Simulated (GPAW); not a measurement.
Consider O vacancy in HfO2.

```xyz
17
Lattice="2.5575 5.1150 -2.5575 5.1150 -2.5575 2.5575 2.5575 -5.1150 -2.5575" Properties=species:S:1:pos:R:3 pbc="T T T"
Hf    7.6758   -7.6228   -0.0156
Hf    7.5559   -2.4747    0.1078
Hf    2.5511   -2.5370   -0.0192
Hf    5.1376    0.0003    0.0143
Hf    5.0935   -2.5563   -2.5847
Hf    5.1248   -5.0974   -0.0048
O     8.9301   -1.2525   -1.2634
O     3.7569   -1.3049   -1.3199
O     6.3008    1.2647   -1.4312
O     6.5387   -1.3023   -3.7511
O     6.4267   -3.8520   -1.2063
O     3.8478   -3.8624   -1.4281
O     3.7126    1.2741   -1.2417
O     3.9731   -1.2931    1.2617
O     9.0799   -3.9595   -1.4149
O     6.3520   -1.2718   -1.1679
O     6.3187   -3.7536    1.3470
```

Absorber: atom 13, with 2 Hf at 2.12 Å, 1 Hf at 2.29 Å and 1 Hf at 2.33 Å (distorted tetrahedral). Method: GPAW, PBE, excited-electron core hole (neutral cell), 17-atom cell with 6.3 Å between holes, 4×4×4 k points, dipole transitions, Gaussian full width 0.9 eV up to 4 eV, rising linearly to 3.5 eV at 25 eV, without spin-orbit coupling.

**Question.** What does the O K edge look like?

Main maxima up to 24 eV above the zero (height): 0.6 eV (1.60), 3.3 eV (1.84), 4.7 eV (2.15), 8.7 eV (1.09), 12.5 eV (1.00) and 22.1 eV (0.87). A K edge sees empty p states; the first features are O p mixed into the empty d states of the Hf neighbours, and the broad ones above probably into the cations' higher empty bands. The total-energy difference is 531.53 eV. The functional leaves an error of a few eV in such absolute values.

The O K spectrum (energy from the bottom of the conduction band, which holds the excited electron; intensity scaled to a mean of 1 over the first 20 eV):

```csv
E (eV),isotropic,ε ∥ x,ε ∥ y,ε ∥ z
-2.0,0.00,0.00,0.00,0.00
-1.0,0.00,0.00,0.00,0.00
0.0,0.71,0.84,0.62,0.67
1.0,1.18,1.24,1.15,1.16
2.0,0.53,0.59,0.47,0.52
3.0,1.66,1.10,1.96,1.93
4.0,1.76,2.33,1.48,1.47
5.0,2.05,2.64,1.72,1.80
6.0,1.13,1.06,1.14,1.20
7.0,0.71,0.69,0.73,0.70
8.0,0.99,0.89,1.12,0.97
9.0,1.08,0.89,1.19,1.15
10.0,0.88,0.78,0.88,0.97
11.0,0.77,0.76,0.76,0.79
12.0,0.97,0.88,0.99,1.03
13.0,0.97,0.79,1.04,1.07
14.0,0.81,0.63,0.90,0.90
15.0,0.70,0.54,0.79,0.77
16.0,0.69,0.52,0.78,0.76
17.0,0.71,0.60,0.79,0.75
18.0,0.70,0.70,0.73,0.67
19.0,0.70,0.80,0.67,0.62
20.0,0.76,0.89,0.70,0.67
21.0,0.83,0.92,0.80,0.78
22.0,0.87,0.90,0.86,0.85
23.0,0.84,0.87,0.82,0.81
24.0,0.74,0.83,0.70,0.69
25.0,0.61,0.74,0.55,0.56
26.0,0.51,0.61,0.45,0.47
27.0,0.45,0.51,0.41,0.44
```

The hole lies in one spin channel, while the script sums the empty states of both and takes the lower zero; where the two channels are split, this blurs and shifts the curve. The starting moments shrank to 0.00 μB or less, so this is hardly a magnetic state. In so small a cell the defects form an ordered array, and no site is far from one. The holes are only 6.3 Å apart, so the shape is probably not converged with cell size; no larger cell was run here. The mesh is coarse (0.30 Å⁻¹ between points), so small maxima may be mesh ripples.

[Banner, clock and machine lines of the logs are left out without a mark of their own.]

[Logs are printed without paths, hosts, clocks, repeated set-up lines and the standing remarks that a program may print on its own settings, such as how far it seeks lower states.]

[Hosts, paths, dates, database ids (printed as entryN), source tags and the programs' standing remarks are cut or masked in the printed files.]

[Lists of maxima count a maximum above −3 eV only where it reaches 4 % of the highest in the window and stands out from its surroundings by 2 % of it (1.5 % where it reaches 55 %); shoulders and weaker maxima are passed over, and of the rest the first, up to two pre-edge ones and the few strongest are named.]
